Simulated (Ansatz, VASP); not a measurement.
**Two plane-wave programs on HfO2**

```
CELL_PARAMETERS angstrom
5.24670 0.00000 0.00000
0.00000 5.03052 0.00000
0.00000 0.00000 5.05945
ATOMIC_POSITIONS crystal
Hf 0.03250 0.26703 0.24108
Hf 0.46750 0.26703 0.74108
Hf 0.53250 0.73297 0.24108
Hf 0.96750 0.73297 0.74108
O 0.36705 0.07001 0.38077
O 0.13295 0.07001 0.88077
O 0.73217 0.46112 0.49116
O 0.76783 0.46112 0.99116
O 0.26783 0.53888 0.99116
O 0.23217 0.53888 0.49116
O 0.86705 0.92999 0.38077
O 0.63295 0.92999 0.88077
```

Measurements of this composition are mostly on another form, of space group No. 14.

Alike in both runs: task density of states; functional r2SCAN; k mesh 6 × 6 × 6; no spin polarisation.

|  | VASP | Ansatz |
| --- | --- | --- |
| version | VASP 6.6.1 | Ansatz 0.2.0 |
| potentials or method | VASP PAW PBE potentials, release 64 (Hf_pv, O) | scalar-relativistic, plane waves, PAW |
| plane-wave cutoff (eV) | 520 | 500 |
| occupations | tetrahedron | gaussian, width 0.02 eV |
| valence electrons in the cell | 88 | 152 |

```csv
,VASP,Ansatz,Ansatz less VASP
gap on the k mesh at the Fermi level (eV),4.91,4.96,+0.048
least direct gap on the mesh (eV),5.14,5.18,+0.039
pressure (GPa),-3.6,0.0,+3.54
largest component of the traceless stress (GPa),0.10,0.00,-0.099
rms of the force components (eV/Å),0.030,0.000,-0.0300
```

Atom by atom the forces differ by 0.030 eV/Å (rms over components). The two sets of potentials don't hold the same shells in valence.

Caveats: the PAW data sets were made with another functional, which shifts forces and pressure a little (VASP); spin-orbit coupling is left out, which moves the levels of the heavy elements. A k mesh can miss the band edges. r2SCAN opens gaps a little over a GGA but as a rule still falls short of measured ones.
